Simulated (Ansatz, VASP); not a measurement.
# Two plane-wave programs on CdTe

INCAR

```
SYSTEM = CdTe
PREC = Accurate
ENCUT = 520
EDIFF = 1E-8
ISMEAR = -1
SIGMA = 0.08
LREAL = .FALSE.
LASPH = .TRUE.
NELM = 80
ALGO = Normal
ISIF = 2
LWAVE = .FALSE.
LCHARG = .FALSE.
GGA = PE
LEFG = .TRUE.
NBANDS = 16
```

File KPOINTS:

```
regular mesh
0
G
  9 9 9
  0 0 0
```

Contents of POSCAR:

```
CdTe
1.0
    0.0000000000      3.2262257841      3.2262257841
    3.2262257841      0.0000000000      3.2262257841
    3.2262257841      3.2262257841      0.0000000000
Cd Te
1 1
Direct
    0.0000000000      0.0000000000      0.0000000000
    0.7500000000      0.7500000000      0.7500000000
```

Input for Ansatz:

```yaml
crystal:
  lattice:
    - [0.0, 3.2262257841, 3.2262257841]
    - [3.2262257841, 0.0, 3.2262257841]
    - [3.2262257841, 3.2262257841, 0.0]
  atoms:
    - { symbol: Cd, position: [0.0, 0.0, 0.0] }
    - { symbol: Te, position: [0.75, 0.75, 0.75] }
kpoints:
  mp_grid: { grid: [9, 9, 9] }
scf:
  occupations: { method: fermi_dirac, width: 0.08 }
hamiltonian:
  xc: pbe
  pseudopotentials: { kind: paw }
output:
  forces: true
  stress: true
  eigenvalues: true
  efg: { contact_densities: true }
```

Change from the starting cell: volume scaled by 1.02, PAW files.

Alike in both runs: task electric field gradients; functional PBE; k mesh 9 × 9 × 9; occupations fermi-dirac, width 0.08 eV; no spin polarisation.

```csv
,VASP,Ansatz
version,VASP 6.6.1,Ansatz 0.2.0
potentials or method,"VASP PAW PBE potentials, release 64 (Cd, Te)","PAW with Ansatz's default frozen-core files, scalar-relativistic"
plane-wave cutoff (eV),520,420
valence electrons in the cell,18,36
```

```csv
,VASP,Ansatz,Ansatz less VASP
pressure (GPa),3.4,3.2,-0.14
Vzz of the field gradient on the site that differs most (V/Å²),0.0,0.0,0.00
```

The two sets of potentials don't hold the same shells in valence. Ansatz warned: «gradients_without_spin_orbit».

Caveats: spin-orbit coupling is left out, which moves the levels of the heavy elements.
